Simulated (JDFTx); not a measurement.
# ZnS (F-43m) in JDFTx: equation of state

Aim: energy against volume of ZnS in PBEsol, for its equilibrium volume and stiffness.

Everything below comes from runs of JDFTx 1.7.0 (patched build). Logs are shortened: lines on timing, memory, paths and dates and some standing lists are left out, and cuts for length are marked. The log counts tension as positive stress, the text compression.

**Measured values to compare with.**

From “Electronic, vibrational, and thermodynamic properties of ZnS (zincblende and rocksalt structure)”, 2009, arxiv:0911.5022, for a bulk crystal of ZnS: bulk modulus 76.9 GPa.

The runs below are set against these values where they give the same quantity.

## 1. The crystal as given

It takes space group F-43m (No. 216, cubic). The conventional cell has a = 5.404 Å, b = 5.404 Å, c = 5.404 Å, α = 90.00°, β = 90.00°, γ = 90.00°. Around Zn (site symmetry -43m) lie 4 S at 2.34 Å. S (site symmetry -43m) is surrounded by 4 Zn at 2.34 Å.

## 2. Equation of state, PBEsol, 18.54 Å³/atom (volume scaled by 0.94)

ZnS.in reads:

```
lattice \
    0.0000000000     5.0018058434     5.0018058434 \
    5.0018058434     0.0000000000     5.0018058434 \
    5.0018058434     5.0018058434     0.0000000000
coords-type Lattice
ion Zn     0.7500000000     0.7500000000     0.7500000000 1
ion S      0.0000000000     0.0000000000     0.0000000000 1

ion-species pseudo/Zn.upf
ion-species pseudo/S.upf
elec-cutoff 42 336
elec-ex-corr gga-PBEsol
kpoint-folding 9 9 9
elec-smearing Fermi 0.0018374661
elec-n-bands 19
electronic-SCF nIterations 100 energyDiffThreshold 1e-09
electronic-minimize nIterations 30 energyDiffThreshold 1e-7
forces-output-coords Cartesian

dump-name run.$VAR
dump End Ecomponents EigStats BandEigs Kpoints Forces Stress
```

Potentials or basis: PseudoDojo-SR-PBEsol-0.4.1-standard with smoothed tails.

On the command line:

```sh
$ jdftx -c 1 -i ZnS.in -o ZnS.out
```

What it wrote:

```text
*************** JDFTx 1.7.0 (patched build) ***************

Input parsed successfully to the following command list (including defaults):
[... the input with its defaults ...]

---------- Setting up symmetries ----------

Found 48 point-group symmetries of the bravais lattice
Found 24 space-group symmetries with basis
Applied RMS atom displacement 0 bohrs to make symmetries exact.

---------- Initializing the Grid ----------
R =
[            0      5.00181      5.00181  ]
[      5.00181            0      5.00181  ]
[      5.00181      5.00181            0  ]
unit cell volume = 250.271
G =
[  -0.628092   0.628092   0.628092  ]
[   0.628092  -0.628092   0.628092  ]
[   0.628092   0.628092  -0.628092  ]
Minimum fftbox size, Smin = [  60  60  60  ]
Chosen fftbox size, S = [  60  60  60  ]

---------- Initializing tighter grid for wavefunction operations ----------
R =
[            0      5.00181      5.00181  ]
[      5.00181            0      5.00181  ]
[      5.00181      5.00181            0  ]
unit cell volume = 250.271
G =
[  -0.628092   0.628092   0.628092  ]
[   0.628092  -0.628092   0.628092  ]
[   0.628092   0.628092  -0.628092  ]
Minimum fftbox size, Smin = [  44  44  44  ]
Chosen fftbox size, S = [  48  48  48  ]

---------- Exchange Correlation functional ----------
Initalized PBEsol GGA exchange.
Initalized PBEsol GGA correlation.

---------- Setting up pseudopotentials ----------
Width of ionic core gaussian charges (only for fluid interactions / plotting) set to 0

Reading pseudopotential file 'pseudo/Zn.upf':
  'Zn' pseudopotential, 'PBESOL' functional
  Generated using ONCVPSP code by D. R. Hamann
  20 valence electrons, 4 orbitals, 6 projectors, 1001 radial grid points, with lMax = 2
    3S    l: 0   occupation:  2.0   eigenvalue: -4.737836
    3P    l: 1   occupation:  6.0   eigenvalue: -3.059602
    3D    l: 2   occupation: 10.0   eigenvalue: -0.373698
    4S    l: 0   occupation:  2.0   eigenvalue: -0.220431
  Core radius for overlap checks: 1.79 bohrs.

Reading pseudopotential file 'pseudo/S.upf':
  'S' pseudopotential, 'PBESOL' functional
  Generated using ONCVPSP code by D. R. Hamann
  6 valence electrons, 2 orbitals, 6 projectors, 1001 radial grid points, with lMax = 2
    3S    l: 0   occupation:  2.0   eigenvalue: -0.631879
    3P    l: 1   occupation:  4.0   eigenvalue: -0.256451
  Core radius for overlap checks: 1.58 bohrs.

Initialized 2 species with 2 total atoms.

Folded 1 k-points by 9x9x9 to 729 k-points.

---------- Setting up k-points, bands, fillings ----------
Adding inversion symmetry to k-mesh for non-inversion-symmetric unit cell.
Reduced to 35 k-points under symmetry.
Computing the number of bands and number of electrons
Calculating initial fillings.
nElectrons:  26.000000   nBands: 19   nStates: 35

----- Setting up reduced wavefunction bases (one per k-point) -----
average nbasis = 3253.376 , ideal nbasis = 3253.707

---------- Setting up ewald sum ----------
Optimum gaussian width for ewald sums = 2.271734 bohr.
Real space sum over 1331 unit cells with max indices [  5  5  5  ]
Reciprocal space sum over 2197 terms with max indices [  6  6  6  ]

---------- Allocating electronic variables ----------
Initializing wave functions:  linear combination of atomic orbitals
Note: number of bands (19) exceeds available atomic orbitals (14)
Zn pseudo-atom occupations:   s ( 2 2 )  p ( 6 )  d ( 10 )
S pseudo-atom occupations:   s ( 2 )  p ( 4 )
	FillingsUpdate:  mu: +0.385621584  nElectrons: 26.000000
LCAOMinimize: Iter:   0  F: -216.6879230904775397  |grad|_K:  2.553e-03  alpha:  1.000e+00
	FillingsUpdate:  mu: +0.360861833  nElectrons: 26.000000
LCAOMinimize: Iter:   1  F: -216.7120114147513732  |grad|_K:  4.165e-05  alpha:  5.697e-01  linmin: -9.514e-02  cgtest:  3.905e-01
LCAOMinimize: Encountered beta<0, resetting CG.
	FillingsUpdate:  mu: +0.360778584  nElectrons: 26.000000
LCAOMinimize: Iter:   2  F: -216.7120209766887626  |grad|_K:  9.150e-06  alpha:  8.720e-01  linmin: -1.740e-03  cgtest:  8.272e-03
	FillingsUpdate:  mu: +0.360858534  nElectrons: 26.000000
LCAOMinimize: Iter:   3  F: -216.7120213145948640  |grad|_K:  7.485e-07  alpha:  6.382e-01  linmin: -5.795e-05  cgtest: -2.186e-02
	FillingsUpdate:  mu: +0.360852067  nElectrons: 26.000000
LCAOMinimize: Iter:   4  F: -216.7120213174073911  |grad|_K:  5.437e-08  alpha:  7.953e-01  linmin:  2.815e-03  cgtest: -1.533e-02
LCAOMinimize: Converged (|Delta F|<1.000000e-06 for 2 iters).

-------- Electronic minimization -----------
Will mix electronic density at each iteration.
	FillingsUpdate:  mu: +0.360852067  nElectrons: 26.000000
	FillingsUpdate:  mu: +0.350780224  nElectrons: 26.000000
SCF: Cycle:  0   F: -216.790349234201614   dF: -7.833e-02   |Residual|: 9.922e-02   |deigs|: 1.321e-01
	FillingsUpdate:  mu: +0.342466448  nElectrons: 26.000000
SCF: Cycle:  1   F: -216.801249604742509   dF: -1.090e-02   |Residual|: 4.100e-02   |deigs|: 1.592e-02
	FillingsUpdate:  mu: +0.339903019  nElectrons: 26.000000
SCF: Cycle:  2   F: -216.802058354453806   dF: -8.087e-04   |Residual|: 1.073e-02   |deigs|: 3.668e-03
	FillingsUpdate:  mu: +0.340783347  nElectrons: 26.000000
SCF: Cycle:  3   F: -216.802083126589935   dF: -2.477e-05   |Residual|: 3.498e-03   |deigs|: 1.463e-03
	FillingsUpdate:  mu: +0.341426115  nElectrons: 26.000000
SCF: Cycle:  4   F: -216.802088062906137   dF: -4.936e-06   |Residual|: 8.243e-04   |deigs|: 1.039e-03
	FillingsUpdate:  mu: +0.341431464  nElectrons: 26.000000
SCF: Cycle:  5   F: -216.802088504223235   dF: -4.413e-07   |Residual|: 4.039e-04   |deigs|: 2.356e-04
	FillingsUpdate:  mu: +0.341523201  nElectrons: 26.000000
SCF: Cycle:  6   F: -216.802088683052176   dF: -1.788e-07   |Residual|: 5.151e-05   |deigs|: 1.768e-04
	FillingsUpdate:  mu: +0.341521627  nElectrons: 26.000000
SCF: Cycle:  7   F: -216.802088724616965   dF: -4.156e-08   |Residual|: 2.604e-05   |deigs|: 1.045e-04
	FillingsUpdate:  mu: +0.341524128  nElectrons: 26.000000
SCF: Cycle:  8   F: -216.802088740073685   dF: -1.546e-08   |Residual|: 1.223e-05   |deigs|: 8.446e-05
	FillingsUpdate:  mu: +0.341524685  nElectrons: 26.000000
SCF: Cycle:  9   F: -216.802088744990925   dF: -4.917e-09   |Residual|: 9.271e-06   |deigs|: 1.262e-04
	FillingsUpdate:  mu: +0.341525166  nElectrons: 26.000000
SCF: Cycle: 10   F: -216.802088746651776   dF: -1.661e-09   |Residual|: 3.998e-06   |deigs|: 7.520e-05
	FillingsUpdate:  mu: +0.341524909  nElectrons: 26.000000
SCF: Cycle: 11   F: -216.802088747323268   dF: -6.715e-10   |Residual|: 7.474e-07   |deigs|: 5.719e-05
	FillingsUpdate:  mu: +0.341524897  nElectrons: 26.000000
SCF: Cycle: 12   F: -216.802088747525318   dF: -2.020e-10   |Residual|: 6.743e-07   |deigs|: 6.009e-05
SCF: Converged (|Delta E|<1.000000e-09 for 2 iters).

Setting wave functions to eigenvectors of Hamiltonian

# Stress tensor in Cartesian coordinates [Eh/a0^3]:
[ -9.99558e-05            0            0  ]
[            0 -9.99558e-05            0  ]
[            0            0 -9.99558e-05  ]

# Ionic positions in lattice coordinates:
ion Zn   0.750000000000000   0.750000000000000   0.750000000000000 1
ion S   0.000000000000000   0.000000000000000   0.000000000000000 1

# Forces in Cartesian coordinates:
force Zn   0.000000000000000   0.000000000000000   0.000000000000000 1
force S   0.000000000000000   0.000000000000000  -0.000000000000000 1

# Energy components:
   Eewald =     -109.5336647269119510
       EH =       90.6337447544521524
     Eloc =     -225.4122563415012905
      Enl =      -46.4778202314724069
      Exc =      -25.4363759078274470
 Exc_core =        3.1912309601431370
       KE =       96.2330527455925733
-------------------------------------
     Etot =     -216.8020887475252323
       TS =        0.0000000000000935
-------------------------------------
        F =     -216.8020887475253176

IonicMinimize: Iter:   0  F: -216.802088747525318  |grad|_K:  1.208e-35
IonicMinimize: Converged (|grad|_K<1.000000e-04).

#--- Lowdin population analysis ---
# oxidation-state Zn +1.273
# oxidation-state S -1.046

Dumping 'run.eigStats' ...
	eMin: -4.285773 at state 0 ( [ +0.000000 +0.000000 +0.000000 ] spin 0 )
	HOMO: +0.298998 at state 0 ( [ +0.000000 +0.000000 +0.000000 ] spin 0 )
	mu  : +0.341525
	LUMO: +0.381385 at state 0 ( [ +0.000000 +0.000000 +0.000000 ] spin 0 )
	eMax: +0.816503 at state 32 ( [ +0.111111 +0.444444 -0.444444 ] spin 0 )
	HOMO-LUMO gap: +0.082387
	Optical gap  : +0.082387 at state 0 ( [ +0.000000 +0.000000 +0.000000 ] spin 0 )
Done!
[note: the Lowdin charges miss the electrons that lie outside the files' atomic orbitals]
[note: mu as printed may lie anywhere between the filled and the empty levels]
```

Run time: 2.6 min. Hardware: 1 thread of Arm Neoverse V1, shared host; peak memory 0.15 GiB.

What came out:

| Property | Result |
| --- | --- |
| Free energy | -5899.4854 eV |
| Pressure | 2.9 GPa |
| Band gap on the k mesh | 2.24 eV, direct |

## 3. Equation of state, PBEsol, 18.94 Å³/atom (volume scaled by 0.96)

Changes to ZnS.in since step 2:

```diff
@@ -1,5 +1,5 @@
 lattice \
-    0.0000000000     5.0018058434     5.0018058434 \
-    5.0018058434     0.0000000000     5.0018058434 \
-    5.0018058434     5.0018058434     0.0000000000
+    0.0000000000     5.0370309888     5.0370309888 \
+    5.0370309888     0.0000000000     5.0370309888 \
+    5.0370309888     5.0370309888     0.0000000000
 coords-type Lattice
```

Potentials or basis: PseudoDojo-SR-PBEsol-0.4.1-standard with smoothed tails.

On the command line:

```sh
$ jdftx -c 1 -i ZnS.in -o ZnS.out
```

Run time: 2.6 min. Hardware: 1 thread of Arm Neoverse V1, shared host; peak memory 0.15 GiB.

Results (log left out):

```
Free energy            : -5899.4953 eV
Pressure               : 1.1 GPa
Band gap on the k mesh : 2.15 eV, direct
```

## 4. Equation of state, PBEsol, 19.33 Å³/atom (volume scaled by 0.98)

Changes to ZnS.in since step 3:

```diff
@@ -1,5 +1,5 @@
 lattice \
-    0.0000000000     5.0370309888     5.0370309888 \
-    5.0370309888     0.0000000000     5.0370309888 \
-    5.0370309888     5.0370309888     0.0000000000
+    0.0000000000     5.0717702314     5.0717702314 \
+    5.0717702314     0.0000000000     5.0717702314 \
+    5.0717702314     5.0717702314     0.0000000000
 coords-type Lattice
```

On the command line:

```sh
$ jdftx -c 1 -i ZnS.in -o ZnS.out
```

Run time: 2.7 min. Hardware: 1 thread of Arm Neoverse V1, shared host; peak memory 0.16 GiB.

It converged, with:

- Free energy: -5899.4965 eV
- Pressure: -0.6 GPa
- Band gap on the k mesh: 2.06 eV, direct

## 5. Equation of state, PBEsol, 19.73 Å³/atom

Changes to ZnS.in since step 4:

```diff
@@ -1,5 +1,5 @@
 lattice \
-    0.0000000000     5.0717702314     5.0717702314 \
-    5.0717702314     0.0000000000     5.0717702314 \
-    5.0717702314     5.0717702314     0.0000000000
+    0.0000000000     5.1060399887     5.1060399887 \
+    5.1060399887     0.0000000000     5.1060399887 \
+    5.1060399887     5.1060399887     0.0000000000
 coords-type Lattice
```

On the command line:

```sh
$ jdftx -c 1 -i ZnS.in -o ZnS.out
```

Wall time 2.5 min (1 thread of Arm Neoverse V1, shared host); peak memory 0.16 GiB.

The run converged. Its results:

```
Free energy            : -5899.4901 eV
Pressure               : -2.0 GPa
Band gap on the k mesh : 1.98 eV, direct
```

## 6. Equation of state, PBEsol, 20.12 Å³/atom (volume scaled by 1.02)

Changes to ZnS.in since step 5:

```diff
@@ -1,5 +1,5 @@
 lattice \
-    0.0000000000     5.1060399887     5.1060399887 \
-    5.1060399887     0.0000000000     5.1060399887 \
-    5.1060399887     5.1060399887     0.0000000000
+    0.0000000000     5.1398558085     5.1398558085 \
+    5.1398558085     0.0000000000     5.1398558085 \
+    5.1398558085     5.1398558085     0.0000000000
 coords-type Lattice
```

Potentials or basis: PseudoDojo-SR-PBEsol-0.4.1-standard with smoothed tails.

On the command line:

```sh
$ jdftx -c 1 -i ZnS.in -o ZnS.out
```

Run time: 2.7 min. Hardware: 1 thread of Arm Neoverse V1, shared host; peak memory 0.16 GiB.

Results (log left out):

| Quantity | Value |
| --- | --- |
| Free energy | -5899.4769 eV |
| Pressure | -3.3 GPa |
| Band gap on the k mesh | 1.89 eV, direct |

## 7. Equation of state, PBEsol, 20.52 Å³/atom (volume scaled by 1.04)

Changes to ZnS.in since step 6:

```diff
@@ -1,5 +1,5 @@
 lattice \
-    0.0000000000     5.1398558085     5.1398558085 \
-    5.1398558085     0.0000000000     5.1398558085 \
-    5.1398558085     5.1398558085     0.0000000000
+    0.0000000000     5.1732324308     5.1732324308 \
+    5.1732324308     0.0000000000     5.1732324308 \
+    5.1732324308     5.1732324308     0.0000000000
 coords-type Lattice
```

On the command line:

```sh
$ jdftx -c 1 -i ZnS.in -o ZnS.out
```

It took 2.7 min on 1 thread of Arm Neoverse V1, shared host; peak memory 0.16 GiB.

The run converged. Its results:

```yaml
Free_energy: -5899.4574 eV
Pressure: -4.5 GPa
Band_gap_on_the_k_mesh: 1.81 eV, direct
```

## 8. Equation of state, PBEsol, 20.91 Å³/atom (volume scaled by 1.06)

Changes to ZnS.in since step 7:

```diff
@@ -1,5 +1,5 @@
 lattice \
-    0.0000000000     5.1732324308     5.1732324308 \
-    5.1732324308     0.0000000000     5.1732324308 \
-    5.1732324308     5.1732324308     0.0000000000
+    0.0000000000     5.2061838443     5.2061838443 \
+    5.2061838443     0.0000000000     5.2061838443 \
+    5.2061838443     5.2061838443     0.0000000000
 coords-type Lattice
```

On the command line:

```sh
$ jdftx -c 1 -i ZnS.in -o ZnS.out
```

Run time: 2.7 min. Hardware: 1 thread of Arm Neoverse V1, shared host; peak memory 0.16 GiB.

Results (log left out):

| Quantity | Value |
| --- | --- |
| Free energy | -5899.4325 eV |
| Pressure | -5.6 GPa |
| Band gap on the k mesh | 1.73 eV, direct |

## 9. Equation of state, PBEsol

Potentials or basis: PseudoDojo-SR-PBEsol-0.4.1-standard with smoothed tails.

No new run: the results of the series are fitted here.

Results:

```yaml
Equilibrium_volume: 19.20 Å³/atom
Bulk_modulus: 79 GPa
Pressure_derivative_of_the_bulk_modulus: 4.4
```

Energy against volume, from the lowest point:
| volume (Å³/atom) | energy (meV/atom) |
| --- | --- |
| 18.543 | 5.58 |
| 18.938 | 0.64 |
| 19.332 | 0.00 |
| 19.727 | 3.20 |
| 20.121 | 9.84 |
| 20.516 | 19.55 |
| 20.910 | 32.01 |

## 10. How close it comes

Step 9. A measured bulk modulus of ZnS is 76.9 GPa (quoted in “Electronic, vibrational, and thermodynamic properties of ZnS (zincblende and rocksalt structure)”, 2009, arxiv:0911.5022); the calculated 79 GPa misses it by +2.5 %. The fit is for a static lattice scaled at fixed shape and fixed fractional positions.
